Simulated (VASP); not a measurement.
# BeTe (F-43m) in VASP: a series of runs

The runs below take BeTe through band structure, Born charges and dielectric tensor, with PBE.

All numbers are computed with VASP 6.6.1; they aren't measurements. Logs are shortened: lines on timing, memory, paths and dates and some standing lists are left out, and cuts for length are marked.

## Step 1: The crystal as given

It takes space group F-43m (No. 216, cubic). The conventional cell has a = 5.669 Å, b = 5.669 Å, c = 5.669 Å, α = 90.00°, β = 90.00°, γ = 90.00°. Around Be (site symmetry -43m) lie 4 Te at 2.45 Å. Te (site symmetry -43m) is surrounded by 4 Be at 2.45 Å.

The cell was built by a generator and needn't be a form met in nature.

## Step 2: Band structure, PBE

Input file INCAR:

```
  PREC = Accurate
  ENCUT = 520
  EDIFF = 1E-7
  ISMEAR = 0
  SIGMA = 0.03
  LREAL = F
  LASPH = T
  NELM = 100
  ALGO = Normal
  ISIF = 2
  LWAVE = F
  LCHARG = F
  GGA = PE
  NBANDS = 11
  KPAR = 2
```

Input file KPOINTS:

```
Automatic mesh
0
Gamma
  7 7 7
```

Input file POSCAR:

```
BeTe
1.0
    0.0000000000      2.8342600000      2.8342600000
    2.8342600000      0.0000000000      2.8342600000
    2.8342600000      2.8342600000      0.0000000000
Be Te
1 1
Direct
    0.0000000000      0.0000000000      0.0000000000
    0.7500000000      0.7500000000      0.7500000000
```

Input file KPOINTS_OPT:

```
path GXWKGLUWLK,UX
20
line-mode
reciprocal
 0.0000000000  0.0000000000  0.0000000000  G
 0.5000000000  0.0000000000  0.5000000000  X

 0.5000000000  0.0000000000  0.5000000000  X
 0.5000000000  0.2500000000  0.7500000000  W

 0.5000000000  0.2500000000  0.7500000000  W
 0.3750000000  0.3750000000  0.7500000000  K

 0.3750000000  0.3750000000  0.7500000000  K
 0.0000000000  0.0000000000  0.0000000000  G

 0.0000000000  0.0000000000  0.0000000000  G
 0.5000000000  0.5000000000  0.5000000000  L

 0.5000000000  0.5000000000  0.5000000000  L
 0.6250000000  0.2500000000  0.6250000000  U

 0.6250000000  0.2500000000  0.6250000000  U
 0.5000000000  0.2500000000  0.7500000000  W

 0.5000000000  0.2500000000  0.7500000000  W
 0.5000000000  0.5000000000  0.5000000000  L

 0.5000000000  0.5000000000  0.5000000000  L
 0.3750000000  0.3750000000  0.7500000000  K

 0.6250000000  0.2500000000  0.6250000000  U
 0.5000000000  0.0000000000  0.5000000000  X
```

Potentials or basis: VASP PAW PBE potentials, release 64 (Be, Te).

Command:

```sh
> cat potpaw_PBE.64/Be/POTCAR potpaw_PBE.64/Te/POTCAR > POTCAR
> mpirun -np 2 vasp_std > vasp.out
```

OUTCAR:

```text
PREC = Accurate
   ENCUT = 520
   EDIFF = 1E-7
   ISMEAR = 0
   LREAL = F
   LASPH = T
   NELM = 100
   ISIF = 2
   GGA = PE

 ion  position               nearest neighbor table
   1  0.000  0.000  0.000-   2 2.45   2 2.45   2 2.45   2 2.45
   2  0.750  0.750  0.750-   1 2.45   1 2.45   1 2.45   1 2.45

  LATTYP: Found a face centered cubic cell.
 ALAT       =     5.6685200000

  Lattice vectors:

 A1 = (   0.0000000000,   2.8342600000,   2.8342600000)
 A2 = (   2.8342600000,   0.0000000000,   2.8342600000)
 A3 = (   2.8342600000,   2.8342600000,   0.0000000000)

Analysis of symmetry for initial positions (statically):
=====================================================================
 Subroutine PRICEL returns:
 Original cell was already a primitive cell.

 Routine SETGRP: Setting up the symmetry group for a
 face centered cubic supercell.

 Subroutine GETGRP returns: Found 24 space group operations
 (whereof 24 operations were pure point group operations)
 out of a pool of 48 trial point group operations.

The static configuration has the point symmetry T_d .

Analysis of symmetry for dynamics (positions and initial velocities):
=====================================================================
 Subroutine PRICEL returns:
 Original cell was already a primitive cell.

 Routine SETGRP: Setting up the symmetry group for a
 face centered cubic supercell.

 Subroutine GETGRP returns: Found 24 space group operations
 (whereof 24 operations were pure point group operations)
 out of a pool of 48 trial point group operations.

The dynamic configuration has the point symmetry T_d .

 Subroutine INISYM returns: Found 24 space group operations
 (whereof 24 operations are pure point group operations),
 and found     1 'primitive' translations

----------------------------------------------------------------------------------------

                                     Primitive cell

  volume of cell :      45.5354

  direct lattice vectors                    reciprocal lattice vectors
     0.000000000  2.834260000  2.834260000    -0.176412891  0.176412891  0.176412891
     2.834260000  0.000000000  2.834260000     0.176412891 -0.176412891  0.176412891
     2.834260000  2.834260000  0.000000000     0.176412891  0.176412891 -0.176412891

  length of vectors
     4.008248931  4.008248931  4.008248931     0.305556090  0.305556090  0.305556090

  position of ions in fractional coordinates (direct lattice)
     0.000000000  0.000000000  0.000000000
     0.750000000  0.750000000  0.750000000

  ion indices of the primitive-cell ions
   primitive index   ion index
                 1           1
                 2           2

----------------------------------------------------------------------------------------

 KPOINTS: Automatic mesh

Automatic generation of k-mesh.
 Grid dimensions read from file:
 generate k-points for:    7    7    7

 Generating k-lattice:

  Cartesian coordinates                     Fractional coordinates (reciprocal lattice)
    -0.025201842  0.025201842  0.025201842     0.142857143  0.000000000  0.000000000
     0.025201842 -0.025201842  0.025201842     0.000000000  0.142857143  0.000000000
     0.025201842  0.025201842 -0.025201842     0.000000000  0.000000000  0.142857143

  Length of vectors
     0.043650870  0.043650870  0.043650870

  Shift w.r.t. Gamma in fractional coordinates (k-lattice)
     0.000000000  0.000000000  0.000000000

 Subroutine IBZKPT returns following result:
 ===========================================

 Found     20 irreducible k-points:

 Following reciprocal coordinates:
            Coordinates               Weight
  0.000000  0.000000  0.000000      1.000000
  0.142857  0.000000  0.000000      8.000000
  0.285714  0.000000  0.000000      8.000000
  0.428571  0.000000  0.000000      8.000000
  0.142857  0.142857  0.000000      6.000000
  0.285714  0.142857  0.000000     24.000000
[... 12 lines left out ...]
 -0.428571  0.428571  0.142857     24.000000
 -0.285714  0.428571  0.142857     24.000000
   k-points           NKPTS =     20   k-points in BZ     NKDIM =     20   number of bands    NBANDS=     11
   number of dos      NEDOS =    301   number of ions     NIONS =      2
   total plane-waves  NPLWV =  27000
   dimension x,y,z NGX =    30 NGY =   30 NGZ =   30
   dimension x,y,z NGXF=    60 NGYF=   60 NGZF=   60
   ions per type =               1   1
   NGX,Y,Z   is equivalent  to a cutoff of  12.44, 12.44, 12.44 a.u.
   NGXF,Y,Z  is equivalent  to a cutoff of  24.89, 24.89, 24.89 a.u.
 SYSTEM =  unknown system
   PREC   = accura    normal or accurate (medium, high low for compatibility)
   ISTART =      0    job   : 0-new  1-cont  2-samecut
   ICHARG =      2    charge: 1-file 2-atom 10-const
   ISPIN  =      1    spin polarized calculation?
   LNONCOLLINEAR =      F non collinear calculations
   LSORBIT =      F    spin-orbit coupling
   LASPH  =      T    aspherical Exc in radial PAW
   ENCUT  =  520.0 eV  38.22 Ry    6.18 a.u.   7.45  7.45  7.45*2*pi/ulx,y,z
   NELM   =    100;   NELMIN=  2; NELMDL= -5     # of ELM steps
   EDIFF  = 0.1E-06   stopping-criterion for ELM
   LREAL  =      F    real-space projection
   EDIFFG = 0.1E-05   stopping-criterion for IOM
   NSW    =      0    number of steps for IOM
   IBRION =     -1    ionic relax: 0-MD 1-quasi-New 2-CG
   NFREE  =      0    steps in history (QN), initial steepest desc. (CG)
   ISIF   =      2    stress and relaxation
   ISYM   =      2    0-nonsym 1-usesym 2-fastsym
   POTIM  = 0.5000    time-step for ionic-motion
   TEBEG  =    0.0;   TEEND  =   0.0 temperature during run
   PSTRESS=    0.0 pullay stress
   NELECT =       8.0000    total number of electrons
   NUPDOWN=      -1.0000    fix difference up-down
   EMIN   =  10.00;   EMAX   =-10.00  energy-range for DOS
   EFERMI =   0.00;   METHOD = LEGACY
   ISMEAR =     0;   SIGMA  =   0.03  broadening in eV -4-tet -1-fermi 0-gaus
   EFERMI_NEDOS =   21; number of points for ismear=-14 and -15
   IALGO  =     38    algorithm
   IMIX   =      4    mixing-type and parameters
     AMIX     =   0.40;   BMIX     =  1.00
     AMIX_MAG =   1.60;   BMIX_MAG =  1.00
  volume/ion in A,a.u.               =      22.77       153.64
  Fermi-wavevector in a.u.,A,eV,Ry     =   0.916900  1.732689 11.438486  0.840705
  Thomas-Fermi vector in A             =   2.041808
   LORBIT       =      0    0 simple, 1 ext, 2 COOP (PROOUT), +10 PAW based schemes
   GGA     = PE    functional components
   LHFCALC =     F    Hartree Fock is set to
   AEXX    =    0.0000 exact exchange contribution
   IVDW    =     0    specifies the selected vdW correction
   LEPSILON=     F    determine dielectric tensor
   LRPA    =     F    only Hartree local field effects (RPA)
 non-spin polarized calculation
 Gauss-broadening in eV      SIGMA  =   0.03
  energy-cutoff  :      520.00
  volume of cell :       45.54
 maximum number of plane-waves:      1243
 NGX is ok and might be reduce to    30
   NGX = 15   NGY = 15   NGZ = 15

 number of electron       8.0000001 magnetization

 Free energy of the ion-electron system (eV)
  ---------------------------------------------------
  ext. energy  EPLUGINS =         0.00000000
  ---------------------------------------------------
  free energy    TOTEN  =        -7.62318534 eV

  energy without entropy =       -7.62318534  energy(sigma->0) =       -7.62318534

 E-fermi :   5.0445     XC(G=0):  -8.9787

 val. band max:        4.8818437181   @ k =   0.0000   0.0000   0.0000
 cond. band min:       6.9528615566   @ k =   0.4286   0.4286   0.0000
 fundamental gap:      2.0710178386
 Fermi energy:         5.0444628557

 k-point     1 :       0.0000    0.0000    0.0000
  band No.  band energies     occupation
      1      -7.2888      2.00000
      2       4.8818      2.00000
      3       4.8818      2.00000
      4       4.8818      2.00000
      5       8.5069      0.00000
      6       8.5069      0.00000
      7       8.5069      0.00000
      8       8.5624      0.00000
      9      13.1691      0.00000
     10      15.0857      0.00000
     11      15.0857      0.00000

 k-point     2 :       0.1429    0.0000    0.0000
  band No.  band energies     occupation
      1      -7.1025      2.00000
      2       3.3094      2.00000
      3       4.5969      2.00000
      4       4.5969      2.00000
      5       8.3536      0.00000
      6       8.9234      0.00000
      7       8.9234      0.00000
      8      10.1660      0.00000
      9      13.6885      0.00000
     10      14.0711      0.00000
     11      14.0711      0.00000

 k-point     3 :       0.2857    0.0000    0.0000
  band No.  band energies     occupation
      1      -6.6076      2.00000
      2       1.1218      2.00000
      3       4.1174      2.00000
      4       4.1174      2.00000
      5       8.0902      0.00000
      6       9.4449      0.00000
      7       9.4449      0.00000
      8      12.2463      0.00000
      9      13.9389      0.00000
     10      14.0715      0.00000
     11      14.0715      0.00000

 k-point     4 :       0.4286    0.0000    0.0000
  band No.  band energies     occupation
      1      -6.0845      2.00000
      2      -0.3257      2.00000
      3       3.8204      2.00000
      4       3.8204      2.00000
      5       7.9273      0.00000
      6       9.4918      0.00000
      7       9.4918      0.00000
      8      12.7259      0.00000
      9      15.1890      0.00000
     10      15.6289      0.00000
     11      15.6289      0.00000
[... 183 lines left out ...]
 k-point    18 :      -0.4286    0.2857    0.1429
  band No.  band energies     occupation
      1      -5.7778      2.00000
      2       0.1287      2.00000
      3       1.8245      2.00000
      4       2.9091      2.00000
      5       9.1023      0.00000
      6       9.5092      0.00000
      7      11.1518      0.00000
      8      12.2930      0.00000
      9      13.9189      0.00000
     10      15.7858      0.00000
     11      17.2647      0.00000

 k-point    19 :      -0.4286    0.4286    0.1429
  band No.  band energies     occupation
      1      -5.6040      2.00000
      2       0.2211      2.00000
      3       1.7786      2.00000
      4       2.1623      2.00000
      5       8.2431      0.00000
      6       8.9156      0.00000
      7      11.7763      0.00000
      8      13.4972      0.00000
      9      15.1962      0.00000
     10      16.5330      0.00000
     11      17.7528      0.00000

 k-point    20 :      -0.2857    0.4286    0.1429
  band No.  band energies     occupation
      1      -5.5332      2.00000
      2       0.3372      2.00000
      3       1.1231      2.00000
      4       2.2562      2.00000
      5       8.8445      0.00000
      6      10.8480      0.00000
      7      11.1000      0.00000
      8      11.5872      0.00000
      9      14.6130      0.00000
     10      16.1031      0.00000
     11      17.7955      0.00000

------------------------ aborting loop because EDIFF is reached ----------------------------------------

  FORCE on cell =-STRESS in cart. coord.  units (eV):
  Direction    XX          YY          ZZ          XY          YZ          ZX
  --------------------------------------------------------------------------------------
  -------------------------------------------------------------------------------------
  Total        0.0014014      0.0014014      0.0014014     -0.0000000     -0.0000000      0.0000000
  in kB        0.0493072      0.0493072      0.0493072     -0.0000000     -0.0000000      0.0000000
  external PRESSURE =       0.0493072 kB  Pullay stress =       0.0000000 kB

 VOLUME and BASIS-vectors are now :
 -----------------------------------------------------------------------------
  energy-cutoff  :      520.00
  volume of cell :       45.54
      direct lattice vectors                 reciprocal lattice vectors
     0.000000000  2.834260000  2.834260000    -0.176412891  0.176412891  0.176412891
     2.834260000  0.000000000  2.834260000     0.176412891 -0.176412891  0.176412891
     2.834260000  2.834260000  0.000000000     0.176412891  0.176412891 -0.176412891

 POSITION                                       TOTAL-FORCE (eV/Angst)
 -----------------------------------------------------------------------------------
      0.00000      0.00000      0.00000         0.000000      0.000000      0.000000
      4.25139      4.25139      4.25139        -0.000000     -0.000000     -0.000000
 -----------------------------------------------------------------------------------
    total drift:                               -0.000000     -0.000000     -0.000000

  FREE ENERGIE OF THE ION-ELECTRON SYSTEM (eV)
  ---------------------------------------------------
  free  energy   TOTEN  =        -7.6231853368 eV

  energy  without entropy=       -7.6231853368  energy(sigma->0) =       -7.62318534
```

Wall time 23 s (2 MPI ranks of Intel Xeon Platinum 8488C (Sapphire Rapids), shared host); peak memory 0.16 GiB.

What came out:

```
Free energy             : -7.6232 eV
Pressure                : 0.0 GPa
Band gap on the k mesh  : 2.07 eV, indirect (least direct gap 3.63 eV)
Band gap along the path : 2.02 eV, indirect (least direct gap 3.62 eV)
```

Levels at the corners of the path, in eV from the valence-band top:
```
point  band 1  band 2  band 3  band 4  band 5  band 6  band 7  band 8
    Γ  -12.17    0.00    0.00    0.00    3.63    3.63    3.63    3.68
    X  -10.40   -5.01   -2.57   -2.57    2.02    2.69    9.58    9.58
    X  -10.40   -5.01   -2.57   -2.57    2.02    2.69    9.58    9.58
    W  -10.37   -4.50   -3.59   -3.11    5.28    5.51    5.56    6.10
    W  -10.37   -4.50   -3.59   -3.11    5.28    5.51    5.56    6.10
    K  -10.42   -4.67   -3.77   -2.17    2.73    5.25    7.81    8.09
    K  -10.42   -4.67   -3.77   -2.17    2.73    5.25    7.81    8.09
    Γ  -12.17    0.00    0.00    0.00    3.63    3.63    3.63    3.68
    Γ  -12.17    0.00    0.00    0.00    3.63    3.63    3.63    3.68
    L  -10.87   -5.42   -1.10   -1.10    3.02    4.60    4.60    7.82
    L  -10.87   -5.42   -1.10   -1.10    3.02    4.60    4.60    7.82
    U  -10.42   -4.67   -3.77   -2.17    2.73    5.25    7.81    8.09
    U  -10.42   -4.67   -3.77   -2.17    2.73    5.25    7.81    8.09
    W  -10.37   -4.50   -3.59   -3.11    5.28    5.51    5.56    6.10
    W  -10.37   -4.50   -3.59   -3.11    5.28    5.51    5.56    6.10
    L  -10.87   -5.42   -1.10   -1.10    3.02    4.60    4.60    7.82
    L  -10.87   -5.42   -1.10   -1.10    3.02    4.60    4.60    7.82
    K  -10.42   -4.67   -3.77   -2.17    2.73    5.25    7.81    8.09
    U  -10.42   -4.67   -3.77   -2.17    2.73    5.25    7.81    8.09
    X  -10.40   -5.01   -2.57   -2.57    2.02    2.69    9.58    9.58
```

Caveat: spin-orbit coupling is left out, which moves the levels of the heavy elements.

(Part 1 of 2 ends here.)
